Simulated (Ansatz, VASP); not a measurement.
## One calculation of CdSe (lda), two programs

```
Cd Se
1.0
     3.89207    0.00000    0.00000
    -1.94604    3.37063    0.00000
     0.00000    0.00000    6.67232
Cd Se
2 2
Direct
  0.33333 0.66667 0.01188
  0.66667 0.33333 0.51188
  0.33333 0.66667 0.37312
  0.66667 0.33333 0.87312
```

Alike in both runs: functional LDA; k mesh 9 × 9 × 6; occupations gaussian, width 0.02 eV; no spin polarisation.

Ansatz relaxed the structure, and its values are those at the end. VASP's run is a single point on that final structure, the one shown.

|  | VASP | Ansatz |
| --- | --- | --- |
| version | VASP 6.6.1 | Ansatz 0.2.0 |
| potentials or method | VASP PAW LDA potentials, release 64 (Cd, Se) | scalar-relativistic, plane waves, PAW |
| plane-wave cutoff (eV) | 520 | 420 |
| valence electrons in the cell | 36 | 72 |

|  | VASP | Ansatz | Ansatz less VASP |
| --- | --- | --- | --- |
| gap on the k mesh at the Fermi level (eV) | 0.78 | 0.73 | -0.046 |
| least direct gap on the mesh (eV) | 0.78 | 0.73 | -0.046 |
| pressure (GPa) | 21.2 | 20.0 | -1.21 |

The two sets of potentials don't hold the same shells in valence.

Caveats: so large a pressure means that the cell lies far from this level's equilibrium, or that cutoff or potentials fall short (VASP). LDA gaps usually lie below the measured ones, often by a third to a half.
